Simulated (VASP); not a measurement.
# H₂Te: training a force field on the fly

H₂Te, molecule in box, 3 atoms in the cell. PBE, machine-learned force field trained on the fly; PAW potentials Te, H (PBE set).

## Input

INCAR.step1:
```
ALGO = Fast ; ANDERSEN_PROB = 0.1
EDIFF = 1E-5 ; ENCUT = 250
IBRION = 0 ; ISIF = 2
ISMEAR = 0 ; ISYM = 0
LCHARG = False ; LREAL = False
LWAVE = False ; MDALGO = 1
ML_CTIFOR = 1E-6 ; ML_ICRITERIA = 0
ML_LMLFF = True ; ML_MODE = train
ML_NMDINT = 1 ; ML_WTSIF = 1E-10
NELM = 100 ; NELMIN = 4
NSW = 160 ; POTIM = 0.7
PREC = Normal ; RANDOM_SEED = 237620 0 0
SIGMA = 0.05 ; TEBEG = 300
```

INCAR.step2:
```
ALGO = Fast ; EDIFF = 1E-5
ENCUT = 250 ; IBRION = 0
ISIF = 2 ; ISMEAR = 0
ISYM = 0 ; LANGEVIN_GAMMA = 10 10
LCHARG = False ; LREAL = False
LWAVE = False ; MDALGO = 3
ML_CTIFOR = 0.02 ; ML_LMLFF = True
ML_MODE = train ; ML_NMDINT = 2
ML_WTSIF = 1E-10 ; NELM = 100
NELMIN = 4 ; NSW = 2500
POTIM = 0.7 ; PREC = Normal
RANDOM_SEED = 131258 0 0 ; SIGMA = 0.05
TEBEG = 180 ; TEEND = 375
```

INCAR.step3:
```
ALGO = Fast ; EDIFF = 1E-5
ENCUT = 250 ; ISMEAR = 0
ISYM = 0 ; LCHARG = False
LREAL = False ; LWAVE = False
ML_LMLFF = True ; ML_MODE = refit
ML_WTSIF = 1E-10 ; NELM = 100
NELMIN = 4 ; PREC = Normal
SIGMA = 0.05
```

INCAR.step4:
```
ENCUT = 250 ; IBRION = -1
ISMEAR = 0 ; ISYM = 0
LCHARG = False ; LWAVE = False
ML_LMLFF = True ; ML_MODE = run
NSW = 0 ; NWRITE = 2
PREC = Normal ; SIGMA = 0.05
```

INCAR.step5:
```
ALGO = Fast ; EDIFF = 1E-5
ENCUT = 250 ; ISMEAR = 0
ISYM = 0 ; LCHARG = False
LREAL = False ; LWAVE = False
NELM = 100 ; NELMIN = 4
PREC = Normal ; SIGMA = 0.05
```

INCAR.step6:
```
EDIFFG = -2E-4 ; ENCUT = 250
IBRION = 2 ; ISIF = 2
ISMEAR = 0 ; ISYM = 0
LCHARG = False ; LWAVE = False
ML_LMLFF = True ; ML_MODE = run
NSW = 300 ; NWRITE = 0
PREC = Normal ; SIGMA = 0.05
```

INCAR.step9, as INCAR.step6 but for:
```
- EDIFFG = -2E-4
- IBRION = 2
- ISIF = 2
- NSW = 300
+ IBRION = 5
+ NFREE = 2
+ NSW = 1
+ POTIM = 0.01
```

KPOINTS:
```
k-points
0
Gamma
  1 1 1
```

POSCAR.step1:
```
TeH2
1.0
    7.5000000000      0.0000000000      0.0000000000
    0.0000000000      8.0000000000      0.0000000000
    0.0000000000      0.0000000000      7.0000000000
Te H
1 2
Direct
    0.5947066700      0.4170562500      0.5564428600
    0.5510666600      0.6199562500      0.5574571400
    0.4052933300      0.3800437500      0.4425428600
```

Commands (each step's output is kept before the next begins):
```
cat potpaw_PBE.64/Te/POTCAR potpaw_PBE.64/H/POTCAR > POTCAR
cp INCAR.step1 INCAR
cp POSCAR.step1 POSCAR
mpirun -np 4 vasp_gam > vasp.out
cp ML_ABN ../ML_AB
cp CONTCAR POSCAR
cp ../ML_AB ML_AB
cp INCAR.step2 INCAR
mpirun -np 4 vasp_gam > vasp.out
cp ML_ABN ../ML_AB
cp CONTCAR POSCAR
cp ../ML_AB ML_AB
cp INCAR.step3 INCAR
mpirun -np 4 vasp_gam > vasp.out
cp ML_FFN ../ML_FF
cp ../ML_FF ML_FF
rm ML_AB
cp INCAR.step4 INCAR
mpirun -np 4 vasp_gam > vasp.out
cp INCAR.step5 INCAR
mpirun -np 4 vasp_gam > vasp.out
cp INCAR.step6 INCAR
mpirun -np 4 vasp_gam > vasp.out
cp CONTCAR ../POSCAR.min
cp CONTCAR POSCAR
cp INCAR.step5 INCAR
mpirun -np 4 vasp_gam > vasp.out
cp INCAR.step4 INCAR
mpirun -np 4 vasp_gam > vasp.out
cp INCAR.step9 INCAR
mpirun -np 4 vasp_gam > vasp.out
# HESSEMAT: energy, positions and Cartesian Hessian from this step
cp HESSEMAT ../HESSEMAT
```

## Result

- Force error of the fit (eV/Å): 0.001
- Energy error of the fit (eV/atom): 0.0000

The training runs are MD at 180 to 375 K, 1.9 ps in all.

Between the relaxed minimum and a frame of the training run, the force field gives 0.039 eV and DFT 0.024 eV.

ML_LOGFILE.step1:
```
# STATUS This line describes the overall status of each step.
# STATUS
# STATUS nstep ..... MD time step or input structure counter
# STATUS state ..... One-word description of step action
# STATUS             - "accurate"  (1) : Errors are low, force field is used
# STATUS             - "threshold" (2) : Errors exceeded threshold, structure is sampled from ab initio
# STATUS             - "learning"  (3) : Stored configurations are used for training force field
# STATUS             - "critical"  (4) : Errors are high, ab initio sampling and learning is enforced
# STATUS             - "predict"   (5) : Force field is used in prediction mode only, no error checking
# STATUS             - "predfast"  (6) : Prediction mode only, no error checking, no error estimates
# STATUS             - "interval"  (7) : Errors exceeded threshold, but too close to last sampling (ML_NMDINT)
# STATUS is ........ Integer representation of above one-word description (integer in parenthesis)
# STATUS doabin .... Perform ab initio calculation (T/F)
# STATUS iff ....... Force field available (T/F, False after startup hints to possible convergence problems)
[... 34 lines left out ...]
BEEF                  157   6.87322393E-06   8.55540347E-04   4.84763127E-04   1.00000000E-06   4.52299052E-02   2.75194711E-02
BEEF                  158   7.11789505E-06   8.51056325E-04   4.86349497E-04   1.00000000E-06   4.28788092E-02   2.63264231E-02
BEEF                  159   7.14810362E-06   9.16735606E-04   5.16170283E-04   1.00000000E-06   4.25073745E-02   2.65285683E-02
BEEF                  160   6.59780036E-06   9.21085196E-04   5.26277222E-04   1.00000000E-06   4.08146406E-02   2.58477352E-02
ERR                   157   5.96529836E-05   3.79650632E-03   6.64512455E-01
ERR                   158   5.92769910E-05   3.81346218E-03   6.63132497E-01
ERR                   159   5.90181291E-05   3.79043702E-03   6.60678422E-01
ERR                   160   5.91915413E-05   3.77056371E-03   6.60929890E-01
```

ML_LOGFILE.step2:
```
# STATUS This line describes the overall status of each step.
# STATUS
# STATUS nstep ..... MD time step or input structure counter
# STATUS state ..... One-word description of step action
# STATUS             - "accurate"  (1) : Errors are low, force field is used
# STATUS             - "threshold" (2) : Errors exceeded threshold, structure is sampled from ab initio
# STATUS             - "learning"  (3) : Stored configurations are used for training force field
# STATUS             - "critical"  (4) : Errors are high, ab initio sampling and learning is enforced
# STATUS             - "predict"   (5) : Force field is used in prediction mode only, no error checking
# STATUS             - "predfast"  (6) : Prediction mode only, no error checking, no error estimates
# STATUS             - "interval"  (7) : Errors exceeded threshold, but too close to last sampling (ML_NMDINT)
# STATUS is ........ Integer representation of above one-word description (integer in parenthesis)
# STATUS doabin .... Perform ab initio calculation (T/F)
# STATUS iff ....... Force field available (T/F, False after startup hints to possible convergence problems)
[... 32 lines left out ...]
SPRSC                2261       170       170 Te        30        28 H         61        60
BEEF                 2497   2.44232708E-05   1.95396311E-03   1.02585589E-03   2.00000000E-02   4.93732951E-02   3.03799722E-02
BEEF                 2498   2.19575277E-05   1.57290720E-03   8.46073569E-04   2.00000000E-02   4.85315682E-02   2.92952454E-02
BEEF                 2499   1.99864548E-05   1.33153377E-03   7.27093635E-04   2.00000000E-02   4.78888936E-02   2.83618493E-02
BEEF                 2500   1.86060300E-05   1.18086729E-03   6.53767041E-04   2.00000000E-02   4.76671932E-02   2.77267872E-02
ERR                     0   5.91415516E-05   3.77042370E-03   6.60852941E-01
ERR                  1107   5.77025055E-05   4.00939316E-03   6.73127837E-01
ERR                  2261   5.10775332E-05   2.76017058E-03   7.33188707E-01
```

ML_LOGFILE.step3:
```
# STATUS This line describes the overall status of each step.
# STATUS
# STATUS nstep ..... MD time step or input structure counter
# STATUS state ..... One-word description of step action
# STATUS             - "accurate"  (1) : Errors are low, force field is used
# STATUS             - "threshold" (2) : Errors exceeded threshold, structure is sampled from ab initio
# STATUS             - "learning"  (3) : Stored configurations are used for training force field
# STATUS             - "critical"  (4) : Errors are high, ab initio sampling and learning is enforced
# STATUS             - "predict"   (5) : Force field is used in prediction mode only, no error checking
# STATUS             - "predfast"  (6) : Prediction mode only, no error checking, no error estimates
# STATUS             - "interval"  (7) : Errors exceeded threshold, but too close to last sampling (ML_NMDINT)
# STATUS is ........ Integer representation of above one-word description (integer in parenthesis)
# STATUS doabin .... Perform ab initio calculation (T/F)
# STATUS iff ....... Force field available (T/F, False after startup hints to possible convergence problems)
[... 19 lines left out ...]
# BEEF bee_max_stress ... Bayesian error estimate of stresses (max) (kB)
# BEEF bee_ave_stress ... Bayesian error estimate of stresses (average) (kB)
# BEEF              nstep       bee_energy    bee_max_force    bee_ave_force        threshold   bee_max_stress   bee_ave_stress
# BEEF                  2                3                4                5                6                7                8
# SPRSC This line shows the results of sparsification regarding the number
# SPRSC of reference structures and local reference configurations.
# SPRSC
STATUS                  0  learning  3      T      F         0         0
STATUS                  1  accurate  1      F      T         1         1
SPRSC                   0       170       170 Te        28        28 H         60        60
ERR                     0   3.76529628E-05   1.49269103E-03   7.08356865E-01
```

Limits: the nuclei move classically.

VASP 6.6.1 took 42 s on 4 cores (Intel Xeon 6975P-C (Granite Rapids)), a shared host.
